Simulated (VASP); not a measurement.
A run of VASP 6.6.1 is set up as follows.

INCAR

```
PREC = Accurate
ENCUT = 520
EDIFF = 1E-6
ISMEAR = 0
SIGMA = 0.05
LREAL = False
LASPH = True
NELM = 80
ALGO = Normal
ISIF = 2
LWAVE = False
LCHARG = False
GGA = RP
```

The input KPOINTS:

```
regular mesh
0
Gamma
  9 9 9
```

The input POSCAR:

```
As
1.0
    1.8807968987      1.0858785957      3.5140619945
   -1.8807968987      1.0858785957      3.5140619945
    0.0000000000     -2.1717571915      3.5140619945
As
2
Direct
    0.2260000000      0.2260000000      0.2260000000
    0.7740000000      0.7740000000      0.7740000000
```

Potentials or basis: VASP PAW PBE potentials, release 64 (As).

Run with:

```sh
$ cat potpaw_PBE.64/As/POTCAR > POTCAR
$ mpirun -np 1 vasp_std > vasp.out
```

(1) Estimate the largest force.

(2) Estimate the band gap on the k mesh.

(3) Predict the pressure.

Answers

(1) 0.518 eV/Å.

(2) none (metal or under the smearing width).

(3) 5.7 GPa.

Caveat: the PAW data sets were made with another functional, which shifts forces and pressure a little.
